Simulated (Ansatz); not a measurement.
**Beta-gallia Ga2O3, cell of 10 atoms**

Aim: the perfect cell at several levels of theory (PBEsol, HSE06 and r²SCAN), as the reference that defects and stacks are counted from.

Program: Ansatz 0.2.0, PAW, plane waves. These are calculated values, not measurements.

## Step 1: The starting cell

10 atoms (4 Ga, 6 O); a = 6.325 Å, b = 6.325 Å, c = 5.810 Å, α = 103.31°, β = 103.31°, γ = 27.88°.

The runs, in order: (2) PBEsol single point at a 8×8×4 mesh, on 1 × NVIDIA GB300 Max-Q with 8 threads of Arm Neoverse-V2; (3) HSE06 single point at a 8×8×4 mesh, on 1 × NVIDIA GB300 Max-Q with 8 threads of Arm Neoverse-V2; (4) r²SCAN single point at a 8×8×4 mesh, on 1 × NVIDIA GB300 Max-Q with 8 threads of Arm Neoverse-V2.

## Step 2: PBEsol single point

The input, in.yaml:

```yaml
crystal:
  lattice:
    - [6.138737, -1.523628, 0.000438]
    - [6.138737, 1.523628, 0.000438]
    - [-1.378590, 0.000000, 5.644573]
  atoms:
    - { symbol: Ga, position: [0.090481, 0.090481, 0.795281] }
    - { symbol: Ga, position: [0.909519, 0.909519, 0.204718] }
    - { symbol: Ga, position: [0.658769, 0.658769, 0.314449] }
    - { symbol: Ga, position: [0.341231, 0.341231, 0.685551] }
    - { symbol: O, position: [0.165258, 0.165258, 0.109530] }
    - { symbol: O, position: [0.834742, 0.834742, 0.890470] }
    - { symbol: O, position: [0.173234, 0.173234, 0.562772] }
    - { symbol: O, position: [0.826766, 0.826766, 0.437228] }
    - { symbol: O, position: [0.496276, 0.496276, 0.255970] }
    - { symbol: O, position: [0.503724, 0.503724, 0.744030] }
kpoints:
  mp_grid: { grid: [8, 8, 4] }
  band_path: { path: [VBM, CBM], npoints: 2 }
hamiltonian:
  xc: pbesol
scf:
  occupations: { method: fermi_dirac, width: 0.01 }
output:
  forces: true
  eigenvalues: true
  stress: true
  populations: true
```

Started as:

```console
> ansatz run in.yaml --threads 8 --pin off --max-ram 118750MiB --runs-dir r --events-out ev --progress --plain --backend cuda --devices 0,
```

## Step 3: HSE06 single point

Changes to in.yaml since step 2:

```diff
@@ -20,3 +20,3 @@
 hamiltonian:
-  xc: pbesol
+  xc: hse06
 scf:
@@ -26,3 +26,2 @@
   eigenvalues: true
-  stress: true
   populations: true
```

## Step 4: r²SCAN on the same atoms

Changes to in.yaml since step 3:

```diff
@@ -20,3 +20,3 @@
 hamiltonian:
-  xc: hse06
+  xc: r2scan
 scf:
```

**Question.** What will these runs give? Wanted: for each run, top filled to lowest empty; gap over the zone; energy; pressure.

The runs gave:

```
 level          time  top filled to lowest empty (eV)  gap over the zone (eV)  energy (eV/atom)  pressure (GPa)
PBEsol   5.7 s (GPU)                             2.23                    2.22        -1834.1827            0.01
 HSE06  26 min (GPU)                             4.13                    4.12        -1854.1439               -
r²SCAN   6.6 s (GPU)                             2.98                    2.97        -1857.7838               -
```

**What this shows.** At the same k points, PBEsol gives a spacing 1.90 eV smaller and r²SCAN gives a spacing 1.15 eV smaller than the 4.13 eV of HSE06. The HSE06 single point took about 270 times as long as the PBEsol one on the same kind of device.
